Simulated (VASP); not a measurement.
# Al2Cu (I4/mcm) in VASP: elastic constants with PBEsol

Aim: the elastic constants of Al2Cu with PBEsol.

Program: VASP 6.6.1. These are calculated values, not measurements. Logs are shortened: lines on timing, memory, paths and dates and some standing lists are left out, and cuts for length are marked.

## (1) Starting point

It takes space group I4/mcm (No. 140, tetragonal). Conventional cell: a = 6.004 Å, b = 6.004 Å, c = 4.825 Å, α = 90.00°, β = 90.00°, γ = 90.00°. Around Al (site symmetry m2m) lie 4 Cu at 2.56 Å and 3 Al at 2.70 to 2.86 Å. Cu (site symmetry 422) is surrounded by 2 Cu at 2.41 Å and 8 Al at 2.56 Å.

The cell was built by a generator and needn't be a form met in nature.

## (2) Elastic constants, PBEsol

POSCAR reads:

```
Al2Cu
1.0
   -3.0019525631      3.0019525631      2.4124142130
    3.0019525631     -3.0019525631      2.4124142130
    3.0019525631      3.0019525631     -2.4124142130
  Al              Cu
     4     2
Direct
     0.6590802958534299    0.1590802958534298    0.8181605917068666
     0.1590802958534298    0.3409197041465702    0.5000000000000000
     0.3409197041465702    0.8409197041465701    0.1818394082931333
     0.8409197041465701    0.6590802958534299    0.5000000000000000
     0.2500000000000000    0.2500000000000000    0.0000000000000000
     0.7500000000000000    0.7500000000000000    0.0000000000000000
```

INCAR.step1 reads:

```
SYSTEM = Al2Cu
  PREC = Accurate
  ENCUT = 600
  EDIFF = 1E-8
  ISMEAR = 1
  SIGMA = 0.2
  LREAL = .FALSE.
  LASPH = .TRUE.
  NELM = 60
  ALGO = Normal
  ISIF = 3
  LWAVE = .FALSE.
  LCHARG = .FALSE.
  GGA = PS
  KPAR = 16
  IBRION = 2
  NSW = 40
  EDIFFG = -0.002
```

INCAR.step2 reads:

```
SYSTEM = Al2Cu
  PREC = Accurate
  ENCUT = 600
  EDIFF = 1E-8
  ISMEAR = 1
  SIGMA = 0.2
  LREAL = .FALSE.
  LASPH = .TRUE.
  NELM = 60
  ALGO = Normal
  ISIF = 3
  LWAVE = .FALSE.
  LCHARG = .FALSE.
  GGA = PS
  KPAR = 16
  IBRION = 6
  NFREE = 2
  POTIM = 0.015
  NSW = 1
```

KPOINTS reads:

```
regular mesh
0
G
  14 14 14
  0 0 0
```

Potentials or basis: VASP PAW PBE potentials, release 64 (Al, Cu).

The run is started by

```console
cat potpaw_PBE.64/Al/POTCAR potpaw_PBE.64/Cu/POTCAR > POTCAR
cp INCAR.step1 INCAR
mpirun -np 16 vasp_std > vasp.out
cp CONTCAR POSCAR
cp INCAR.step2 INCAR
mpirun -np 16 vasp_std > vasp.out
```

OUTCAR:

```text
SYSTEM = Al2Cu
   PREC = Accurate
   ENCUT = 600
   EDIFF = 1E-8
   ISMEAR = 1
   LREAL = .FALSE.
   LASPH = .TRUE.
   NELM = 60
   ISIF = 3
   GGA = PS
   IBRION = 6
   NFREE = 2
   POTIM = 0.015
   NSW = 1

 ion  position               nearest neighbor table
   1  0.659  0.159  0.818-   5 2.56   6 2.56   5 2.56   6 2.56   3 2.70   3 2.86   3 2.86   4 3.08
                             2 3.08   2 3.08   4 3.08   4 3.19   2 3.19   2 3.19   4 3.19
   2  0.159  0.341  0.500-   6 2.56   6 2.56   5 2.56   5 2.56   4 2.70   4 2.86   4 2.86   3 3.08
                             1 3.08   1 3.08   3 3.08   1 3.19   3 3.19   1 3.19   3 3.19
   3  0.341  0.841  0.182-   5 2.56   6 2.56   5 2.56   6 2.56   1 2.70   1 2.86   1 2.86   2 3.08
                             4 3.08   4 3.08   2 3.08   2 3.19   4 3.19   4 3.19   2 3.19
   4  0.841  0.659  0.500-   5 2.56   5 2.56   6 2.56   6 2.56   2 2.70   2 2.86   2 2.86   3 3.08
                             1 3.08   1 3.08   3 3.08   1 3.19   3 3.19   3 3.19   1 3.19
   5  0.250  0.250  0.000-   6 2.41   6 2.41   4 2.56   4 2.56   3 2.56   3 2.56   2 2.56   1 2.56
                             1 2.56   2 2.56
   6  0.750  0.750  0.000-   5 2.41   5 2.41   2 2.56   2 2.56   4 2.56   3 2.56   4 2.56   1 2.56
                             1 2.56   3 2.56

  LATTYP: Found a body centered tetragonal cell.
 ALAT       =     6.0026878619
 C/A-ratio  =     0.8038742868

  Lattice vectors:

 A1 = (  -3.0013439310,   3.0013439310,   2.4127032121)
 A2 = (   3.0013439310,  -3.0013439310,   2.4127032121)
 A3 = (   3.0013439310,   3.0013439310,  -2.4127032121)

Analysis of symmetry for initial positions (statically):
=====================================================================
 Subroutine PRICEL returns:
 Original cell was already a primitive cell.

 Routine SETGRP: Setting up the symmetry group for a
 body centered tetragonal supercell.

 Subroutine GETGRP returns: Found 16 space group operations
 (whereof  8 operations were pure point group operations)
 out of a pool of 16 trial point group operations.

The static configuration has the point symmetry C_4h.
 The point group associated with its full space group is D_4h.
[... 975 lines left out ...]
  -------------------------------------------------------------------------------------
  Total        0.0033725      0.0033725      0.0138323     -0.0000000     -0.0000000      0.0000000
  in kB        0.0621531      0.0621531      0.2549241     -0.0000003     -0.0000000      0.0000000
  external PRESSURE =       0.1264101 kB  Pullay stress =       0.0000000 kB
[... 21 lines left out ...]
  FREE ENERGIE OF THE ION-ELECTRON SYSTEM (eV)
  ---------------------------------------------------
  free  energy   TOTEN  =       -26.0063192051 eV

  energy  without entropy=      -26.0062848561  energy(sigma->0) =      -26.00630776

 INTERNAL STRAIN TENSORS FROM STRAINED CELLS
 ============================================

 INTERNAL STRAIN TENSOR FOR ION    1 for displacements in x,y,z  (eV/Angst):
          X           Y           Z          XY          YZ          ZX
  --------------------------------------------------------------------------------
  x     2.19512    -3.10043     2.27382    -2.67319    -0.00003     0.00000
  y    -3.10073     2.19528     2.27382    -2.67400    -0.00002    -0.00001
  z     0.00000    -0.00000     0.00000     0.00000     2.97657     2.97764

 INTERNAL STRAIN TENSORS FROM DISPLACED ATOMS
 ============================================

 INTERNAL STRAIN TENSOR FOR ION    1 for displacements in x,y,z  (eV/Angst):
          X           Y           Z          XY          YZ          ZX
  --------------------------------------------------------------------------------
  x     2.06897    -3.21145     2.08770    -2.68286     0.00000     0.00000
  y    -3.21145     2.06897     2.08770    -2.68286     0.00000     0.00000
  z     0.00000     0.00000     0.00000     0.00000     3.00699     3.00699

 INTERNAL STRAIN TENSOR FOR ION    6 for displacements in x,y,z  (eV/Angst):
          X           Y           Z          XY          YZ          ZX
  --------------------------------------------------------------------------------
  x     0.00000     0.00000     0.00000     0.00000     0.39146     0.00000
  y     0.00000     0.00000     0.00000     0.00000     0.00000    -0.39145
  z     0.00000     0.00000     0.00000    -0.00000     0.00000     0.00000

 Eigenvectors and eigenvalues of the dynamical matrix
 ----------------------------------------------------

   1 f  =    9.705570 THz    60.981897 2PiTHz  323.742978 cm-1    40.138995 meV
             X         Y         Z           dx          dy          dz
      0.954992  3.956336  0.000000     0.216125   -0.216125    0.000000
      2.046352  0.954992  0.000000     0.216125    0.216125    0.000000
      2.046352 -0.954992  2.412703    -0.216125    0.216125    0.000000
      0.954992  2.046352  2.412703    -0.216125   -0.216125    0.000000
      0.000000  0.000000  1.206352    -0.000000    0.000000    0.559607
      0.000000  0.000000  3.619055    -0.000000   -0.000000   -0.559607
[... 145 lines left out ...]
  18 f/i=    0.006556 THz     0.041192 2PiTHz    0.218683 cm-1     0.027113 meV
             X         Y         Z           dx          dy          dz
      0.954992  3.956336  0.000000    -0.095886   -0.324370   -0.000000
      2.046352  0.954992  0.000000    -0.096506   -0.324553   -0.000000
      2.046352 -0.954992  2.412703    -0.095886   -0.324370   -0.000000
      0.954992  2.046352  2.412703    -0.096506   -0.324553   -0.000000
      0.000000  0.000000  1.206352    -0.147957   -0.499050   -0.000000
      0.000000  0.000000  3.619055    -0.147957   -0.499050   -0.000000

--------------------------------------------------------------------------------------------------------

 ELASTIC MODULI CONTR FROM IONIC RELAXATION (kBar)
 Direction    XX          YY          ZZ          XY          YZ          ZX
 --------------------------------------------------------------------------------
 XX        -172.2201    160.3889     21.6196      0.0000     -0.0000     -0.0000
 YY         160.3889   -172.2201     21.6196     -0.0000      0.0000      0.0000
 ZZ          21.6196     21.6196    -79.0124     -0.0000     -0.0000      0.0000
 XY           0.0000      0.0000     -0.0000   -134.3172      0.0000     -0.0000
 YZ          -0.0000      0.0000     -0.0000      0.0000   -128.8491     -0.0000
 ZX          -0.0000      0.0000      0.0000     -0.0000     -0.0000   -128.8492
 --------------------------------------------------------------------------------

 TOTAL ELASTIC MODULI (kBar)
 Direction    XX          YY          ZZ          XY          YZ          ZX
 --------------------------------------------------------------------------------
 XX        1846.2942    756.8042    637.6839      0.0000     -0.0000     -0.0000
 YY         756.8042   1846.2942    637.6839     -0.0000      0.0000      0.0000
 ZZ         637.6839    637.6839   1978.8649     -0.0000     -0.0000      0.0000
 XY           0.0000      0.0000     -0.0000    562.2681      0.0000     -0.0000
 YZ          -0.0000      0.0000     -0.0000      0.0000    287.1137     -0.0000
 ZX          -0.0000      0.0000      0.0000     -0.0000     -0.0000    287.1137
 --------------------------------------------------------------------------------
```

It took 36 min on 16 MPI ranks of Intel Xeon Platinum 8559C (Emerald Rapids), shared host; peak memory 2.2 GiB.

What came out:

```
Voigt bulk modulus                                      : 108 GPa
Highest phonon frequency at Γ, LO-TO splitting left out : 324 cm⁻¹
```

Phonon frequencies in cm⁻¹ (negative: imaginary):
| q point | frequencies |
| --- | --- |
| (0.000, 0.000, 0.000) | 0 0 0 144 144 149 149 189 192 216 250 260 260 282 286 297 297 324 |

Elastic tensor in Voigt notation (GPa, in the Cartesian axes of the cell as first typed):
```
185  76  64   0   0   0
 76 185  64   0   0   0
 64  64 198   0   0   0
  0   0   0  29   0   0
  0   0   0   0  29   0
  0   0   0   0   0  56
```

Clamped-ion elastic tensor (GPa):
```
202  60  62   0   0   0
 60 202  62   0   0   0
 62  62 206   0   0   0
  0   0   0  42   0   0
  0   0   0   0  42   0
  0   0   0   0   0  70
```

Caveat: the PAW data sets were made with another functional, which shifts forces and pressure a little.
